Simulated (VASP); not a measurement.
# Sb (I4/mmm) in VASP: notebook, part 2 of 2

VASP 6.6.1.

### Step 3. Single point, r2SCAN

Contents of INCAR:

```
SYSTEM = Sb
PREC = Accurate
ENCUT = 500
EDIFF = 1E-6
ISMEAR = 0
SIGMA = 0.1
LREAL = .FALSE.
LASPH = .TRUE.
NELM = 100
ALGO = Normal
ISIF = 2
LWAVE = .FALSE.
LCHARG = .FALSE.
METAGGA = R2SCAN
LMIXTAU = .TRUE.
ADDGRID = .FALSE.
```

Contents of KPOINTS:

```
regular mesh
0
G
  13 13 13
  0 0 0
```

Contents of POSCAR:

```
Sb
1.0
   -1.5638750000      1.6131910000      2.7402030000
    1.6104090000     -1.5604430000      2.7365900000
    1.5281950000      1.5247630000     -2.7095380000
Sb
1
Direct
    0.0004760000      0.0218010000      0.0165680000
```

Potentials or basis: VASP PAW PBE potentials, release 64 (Sb).

Run with:

```console
> cat potpaw_PBE.64/Sb/POTCAR > POTCAR
> mpirun -np 1 vasp_std > vasp.out
```

OUTCAR:

```text
SYSTEM = Sb
   PREC = Accurate
   ENCUT = 500
   EDIFF = 1E-6
   ISMEAR = 0
   LREAL = .FALSE.
   LASPH = .TRUE.
   NELM = 100
   ISIF = 2
   METAGGA = R2SCAN

 Found   1099 irreducible k-points:

 Following reciprocal coordinates:
            Coordinates               Weight
  0.000000  0.000000  0.000000      1.000000
  0.076923  0.000000  0.000000      2.000000
  0.153846  0.000000  0.000000      2.000000
  0.230769  0.000000 -0.000000      2.000000
  0.307692  0.000000  0.000000      2.000000
  0.384615  0.000000  0.000000      2.000000
   k-points           NKPTS =   1099   k-points in BZ     NKDIM =   1099   number of bands    NBANDS=      6
   number of dos      NEDOS =    301   number of ions     NIONS =      1
   total plane-waves  NPLWV =  21952
   dimension x,y,z NGX =    28 NGY =   28 NGZ =   28
   dimension x,y,z NGXF=    56 NGYF=   56 NGZF=   56
   ions per type =               1
   NGX,Y,Z   is equivalent  to a cutoff of  13.14, 13.16, 13.44 a.u.
   NGXF,Y,Z  is equivalent  to a cutoff of  26.27, 26.31, 26.87 a.u.
 SYSTEM =  Sb
   PREC   = accura    normal or accurate (medium, high low for compatibility)
   ISTART =      0    job   : 0-new  1-cont  2-samecut
   ICHARG =      2    charge: 1-file 2-atom 10-const
   ISPIN  =      1    spin polarized calculation?
   LNONCOLLINEAR =      F non collinear calculations
   LSORBIT =      F    spin-orbit coupling
   LASPH  =      T    aspherical Exc in radial PAW
   ENCUT  =  500.0 eV  36.75 Ry    6.06 a.u.   6.46  6.45  6.32*2*pi/ulx,y,z
   NELM   =    100;   NELMIN=  2; NELMDL= -5     # of ELM steps
   EDIFF  = 0.1E-05   stopping-criterion for ELM
   LREAL  =      F    real-space projection
   EDIFFG = 0.1E-04   stopping-criterion for IOM
   NSW    =      0    number of steps for IOM
   IBRION =     -1    ionic relax: 0-MD 1-quasi-New 2-CG
   NFREE  =      0    steps in history (QN), initial steepest desc. (CG)
   ISIF   =      2    stress and relaxation
   ISYM   =      2    0-nonsym 1-usesym 2-fastsym
   POTIM  = 0.5000    time-step for ionic-motion
   TEBEG  =    0.0;   TEEND  =   0.0 temperature during run
   PSTRESS=    0.0 pullay stress
   NELECT =       5.0000    total number of electrons
   NUPDOWN=      -1.0000    fix difference up-down
   EMIN   =  10.00;   EMAX   =-10.00  energy-range for DOS
   EFERMI =   0.00;   METHOD = LEGACY
   ISMEAR =     0;   SIGMA  =   0.10  broadening in eV -4-tet -1-fermi 0-gaus
   EFERMI_NEDOS =   21; number of points for ismear=-14 and -15
   IALGO  =     38    algorithm
   IMIX   =      4    mixing-type and parameters
     AMIX     =   0.40;   BMIX     =  1.00
     AMIX_MAG =   1.60;   BMIX_MAG =  1.00
  volume/ion in A,a.u.               =      26.96       181.95
  Fermi-wavevector in a.u.,A,eV,Ry     =   0.933573  1.764197 11.858272  0.871558
  Thomas-Fermi vector in A             =   2.060288
   LORBIT       =      0    0 simple, 1 ext, 2 COOP (PROOUT), +10 PAW based schemes
   METAGGA = R2SCAN    functional components
   LHFCALC =     F    Hartree Fock is set to
   AEXX    =    0.0000 exact exchange contribution
   IVDW    =     0    specifies the selected vdW correction
   LEPSILON=     F    determine dielectric tensor
   LRPA    =     F    only Hartree local field effects (RPA)
 non-spin polarized calculation
 Gauss-broadening in eV      SIGMA  =   0.10
  energy-cutoff  :      500.00
  volume of cell :       26.96
 maximum number of plane-waves:       701
 NGX is ok and might be reduce to    28
   NGX = 13   NGY = 13   NGZ = 13

 number of electron       5.0000000 magnetization

 Free energy of the ion-electron system (eV)
  ---------------------------------------------------
  ext. energy  EPLUGINS =         0.00000000
  ---------------------------------------------------
  free energy    TOTEN  =       -25.27172843 eV

  energy without entropy =      -25.26875740  energy(sigma->0) =      -25.27024292

 E-fermi :   8.4636     XC(G=0): -10.7770

 val. band max:        8.4565732455   @ k =  -0.3077  -0.3846   0.2308
 cond. band min:       8.4656952474   @ k =   0.0769   0.1538   0.0769
 fundamental gap:      0.0091220019
 Fermi energy:         8.4635897777

 k-point     1 :       0.0000    0.0000    0.0000
  band No.  band energies     occupation
      1      -5.1320      2.00000
      2      13.1617      0.00000
      3      14.2046      0.00000
      4      14.2585      0.00000
      5      18.1144      0.00000
      6      19.3466      0.00000

 k-point     2 :       0.0769    0.0000    0.0000
  band No.  band energies     occupation
      1      -5.0084      2.00000
      2      12.5665      0.00000
      3      13.3871      0.00000
      4      14.2094      0.00000
      5      18.3108      0.00000
      6      18.6098      0.00000
[... 28 lines left out ...]
 k-point     6 :       0.3846    0.0000    0.0000
  band No.  band energies     occupation
      1      -2.2124      2.00000
      2       3.9334      2.00000
      3      10.6648      0.00000
      4      14.2936      0.00000
      5      15.3287      0.00000
      6      18.8765      0.00000

 [... further k-points ...]

------------------------ aborting loop because EDIFF is reached ----------------------------------------

  FORCE on cell =-STRESS in cart. coord.  units (eV):
  Direction    XX          YY          ZZ          XY          YZ          ZX
  --------------------------------------------------------------------------------------
  -------------------------------------------------------------------------------------
  Total        0.2269667      0.2308385      0.2828210     -0.0477862      0.0310751      0.0192342
  in kB       13.4872380     13.7173139     16.8063126     -2.8396405      1.8466010      1.1429713
  external PRESSURE =      14.6702881 kB  Pullay stress =       0.0000000 kB

 VOLUME and BASIS-vectors are now :
 -----------------------------------------------------------------------------
  energy-cutoff  :      500.00
  volume of cell :       26.96
      direct lattice vectors                 reciprocal lattice vectors
    -1.563875000  1.613191000  2.740203000     0.002055809  0.316948054  0.179518554
     1.610409000 -1.560443000  2.736590000     0.317083613  0.001847581  0.179876686
     1.528195000  1.524763000 -2.709538000     0.322328449  0.322401118 -0.005843793

 POSITION                                       TOTAL-FORCE (eV/Angst)
 -----------------------------------------------------------------------------------
      0.05968     -0.00799      0.01607         0.000000      0.000000      0.000000
 -----------------------------------------------------------------------------------
    total drift:                                0.000000      0.000000     -0.000000

  FREE ENERGIE OF THE ION-ELECTRON SYSTEM (eV)
  ---------------------------------------------------
  free  energy   TOTEN  =       -25.2717284319 eV

  energy  without entropy=      -25.2687573988  energy(sigma->0) =      -25.27024292
```

OSZICAR:

```text
N       E                     dE             d eps       ncg     rms          rms(c)
DAV:   1    -0.139213133800E+02   -0.13921E+02   -0.16748E+03 13272   0.548E+02
DAV:   2    -0.257059891069E+02   -0.11785E+02   -0.11291E+02 18930   0.761E+01
DAV:   3    -0.258887974870E+02   -0.18281E+00   -0.18058E+00 15768   0.103E+01
DAV:   4    -0.258895439906E+02   -0.74650E-03   -0.74641E-03 18486   0.849E-01
DAV:   5    -0.258895468505E+02   -0.28599E-05   -0.28605E-05 16266   0.386E-02    0.152E+00
DAV:   6    -0.251581279496E+02    0.73142E+00   -0.12534E-01 14010   0.346E+00    0.991E-01
DAV:   7    -0.253275822781E+02   -0.16945E+00   -0.11252E-01 13212   0.307E+00    0.151E-01
DAV:   8    -0.252711727112E+02    0.56410E-01   -0.60149E-02 13770   0.234E+00    0.787E-02
DAV:   9    -0.252709194482E+02    0.25326E-03   -0.55569E-04 17412   0.233E-01    0.977E-02
DAV:  10    -0.252689958676E+02    0.19236E-02   -0.17899E-03 13290   0.409E-01    0.372E-02
DAV:  11    -0.252713085090E+02   -0.23126E-02   -0.14738E-03 13572   0.409E-01    0.396E-02
DAV:  12    -0.252714310758E+02   -0.12257E-03   -0.17075E-04 13782   0.127E-01    0.288E-02
DAV:  13    -0.252713806439E+02    0.50432E-04   -0.11312E-05 16968   0.354E-02    0.326E-02
DAV:  14    -0.252716969864E+02   -0.31634E-03   -0.40143E-04 13254   0.246E-01    0.591E-03
DAV:  15    -0.252717234838E+02   -0.26497E-04   -0.75382E-06 15810   0.274E-02    0.374E-03
DAV:  16    -0.252717265329E+02   -0.30491E-05   -0.10481E-06 10818   0.106E-02    0.453E-03
DAV:  17    -0.252717280805E+02   -0.15476E-05   -0.81570E-07  7200   0.928E-03    0.119E-03
DAV:  18    -0.252717284319E+02   -0.35144E-06   -0.80244E-07  7272   0.937E-03
   1 F= -.25271728E+02 E0= -.25270243E+02  d E =-.297103E-02
```

Run time: 7 min. Hardware: 1 thread of Intel Xeon 6975P-C (Granite Rapids), shared host; peak memory 0.33 GiB.

The run converged, but some of its settings lie outside the range that counts as converged, so its numbers aren't taken as properties of the crystal.

Results:

```
Free energy            : -25.2717 eV
Pressure               : 1.5 GPa
Band gap on the k mesh : none (metal or under the smearing width)
```

Caveat: the PAW data sets were made with another functional, which shifts forces and pressure a little.

### Step 4. Single point, r2SCAN

Changes to INCAR since step 3:

```diff
@@ -2,3 +2,3 @@
 PREC = Accurate
-ENCUT = 500
+ENCUT = 400
 EDIFF = 1E-6
```

Contents of KPOINTS:

```
regular mesh
0
G
  15 15 15
  0 0 0
```

Contents of POSCAR:

```
Sb
1.0
   -1.5765401831      1.5765401831      2.7119384313
    1.5765401831     -1.5765401831      2.7119384313
    1.5765401831      1.5765401831     -2.7119384313
Sb
1
Direct
    0.0000000000      0.0000000000      0.0000000000
```

Run with:

```console
> cat potpaw_PBE.64/Sb/POTCAR > POTCAR
> mpirun -np 1 vasp_std > vasp.out
```

Wall time 48 s (1 thread of Intel Xeon 6975P-C (Granite Rapids), shared host); peak memory 0.16 GiB.

These settings aren't checked as converged: the numbers below hold their error.

Results:

```yaml
Free_energy: -25.2626 eV
Pressure: 1.2 GPa
Band_gap_on_the_k_mesh: none (metal or under the smearing width)
```

Caveat: the PAW data sets were made with another functional, which shifts forces and pressure a little.

### Step 5. Single point, r2SCAN

INCAR is that of step 4.

KPOINTS is that of step 4.

Contents of POSCAR:

```
Sb
1.0
   -1.5638750000      1.6131910000      2.7402030000
    1.6104090000     -1.5604430000      2.7365900000
    1.5281950000      1.5247630000     -2.7095380000
Sb
1
Direct
    0.0004760000      0.0218010000      0.0165680000
```

Run with:

```console
> cat potpaw_PBE.64/Sb/POTCAR > POTCAR
> mpirun -np 1 vasp_std > vasp.out
```

It took 3.8 min on 1 thread of Intel Xeon 6975P-C (Granite Rapids), shared host; peak memory 0.32 GiB.

These settings aren't checked as converged: the numbers below hold their error.

Results:

| Item | Value |
| --- | --- |
| Free energy | -25.2666 eV |
| Pressure | 1.3 GPa |
| Band gap on the k mesh | none (metal or under the smearing width) |

Caveat: the PAW data sets were made with another functional, which shifts forces and pressure a little.

### Step 6. Single point, r2SCAN

Changes to INCAR since step 5:

```diff
@@ -5,3 +5,3 @@
 ISMEAR = 0
-SIGMA = 0.1
+SIGMA = 0.4
 LREAL = .FALSE.
```

KPOINTS is that of step 5.

Contents of POSCAR:

```
Sb
1.0
   -1.5765401831      1.5765401831      2.7119384313
    1.5765401831     -1.5765401831      2.7119384313
    1.5765401831      1.5765401831     -2.7119384313
Sb
1
Direct
    0.0000000000      0.0000000000      0.0000000000
```

Potentials or basis: VASP PAW PBE potentials, release 64 (Sb).

Run with:

```console
> cat potpaw_PBE.64/Sb/POTCAR > POTCAR
> mpirun -np 1 vasp_std > vasp.out
```

Wall time 45 s (1 thread of Intel Xeon 6975P-C (Granite Rapids), shared host); peak memory 0.16 GiB.

These settings aren't checked as converged: the numbers below hold their error.

Results:

- Free energy: -25.2887 eV
- Pressure: 1.3 GPa
- Band gap on the k mesh: none (metal or under the smearing width)

Caveat: the PAW data sets were made with another functional, which shifts forces and pressure a little.

### Step 7. For comparison

An earlier run on the cell as given: functional PBEsol; potentials or basis VASP PAW PBE potentials, release 64 (Sb); cutoff 520 eV; k mesh 12 × 12 × 12; occupations fermi-dirac, width 0.05 eV; no spin polarisation.

- Pressure: -1.3 GPa
- Band gap on the k mesh: none (metal or under the smearing width)
